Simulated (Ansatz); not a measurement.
Input and command of a plane-wave DFT calculation in Ansatz:

```yaml
crystal:
  lattice:
    - [0.0, 2.1579091975, 2.1065304071]
    - [2.1579091975, 0.0, 2.1065304071]
    - [2.1579091975, 2.1579091975, 0.0]
  atoms:
    - { symbol: Ti, position: [0.0, 0.0, 0.0] }
basis:
  ecutwfc: 500
kpoints:
  mp_grid: { grid: [26, 26, 26] }
hamiltonian:
  xc: r2scan
scf:
  occupations: { method: gaussian, width: 0.15 }
output:
  forces: true
  stress: true
  eigenvalues: true
```

```bash
ansatz run input.yaml --threads 2 --pin off --max-ram 5120MiB --backend cpu --events-out ev --progress --plain --runs-dir out
```

Processor: Intel(R) Xeon(R) 6975P-C (Granite Rapids), 2 threads, on a host shared with other jobs.

Q: Estimate time, memory and problem size.

A: About 7.3 s on 2 threads of Intel(R) Xeon(R) 6975P-C (Granite Rapids) (shared host), peak memory 0.69 GiB. It solves 10 bands at 1330 k points (the mesh reduced by symmetry) with about 531 plane waves, in 6 SCF iterations.
